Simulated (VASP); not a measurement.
Ag2O:

```xyz
6
Lattice="4.7180 0.0000 0.0000 0.0000 4.7180 0.0000 0.0000 0.0000 4.7180" Properties=species:S:1:pos:R:3 pbc="T T T"
Ag    3.5385    1.1795    3.5385
Ag    3.5385    3.5385    1.1795
Ag    1.1795    3.5385    3.5385
Ag    1.1795    1.1795    1.1795
O     2.3590    2.3590    2.3590
O     0.0000    0.0000    0.0000
```

| Item | Value |
| --- | --- |
| Program | VASP 6.6.1 |
| Task | relaxation of cell and atoms |
| Functional | PW91 |
| Potentials or basis | VASP PAW PBE potentials, release 64 (Ag, O) |
| Cutoff | 600 eV |
| k mesh | 5 × 5 × 5 |
| Occupations | fermi-dirac, width 0.05 eV |
| Spin | no spin polarisation |

At the start: pressure 4.5 GPa; volume 17.50 Å³/atom.

Where does the relaxation end?

Over 3 steps the energy falls by 13.1 meV/atom and the volume is 18.48 Å³/atom (+5.6 %); space group Pn-3m (No. 224, to 0.05 Å).

Step by step:
```tsv
step	energy change (eV)	largest force (eV/Å)	pressure (GPa)	volume (Å³)
1	0.0000	0.0000	4.52	105.02
2	-0.0720	0.0000	-1.12	112.71
3	-0.0784	0.0000	0.01	110.88
```

Final structure:
```
Ag O
1.0
     4.80422    0.00000    0.00000
     0.00000    4.80422    0.00000
     0.00000    0.00000    4.80422
Ag O
4 2
Direct
  0.75000 0.25000 0.75000
  0.75000 0.75000 0.25000
  0.25000 0.75000 0.75000
  0.25000 0.25000 0.25000
  0.50000 0.50000 0.50000
  0.00000 0.00000 0.00000
```

Caveat: the PAW data sets were made with another functional, which shifts forces and pressure a little.
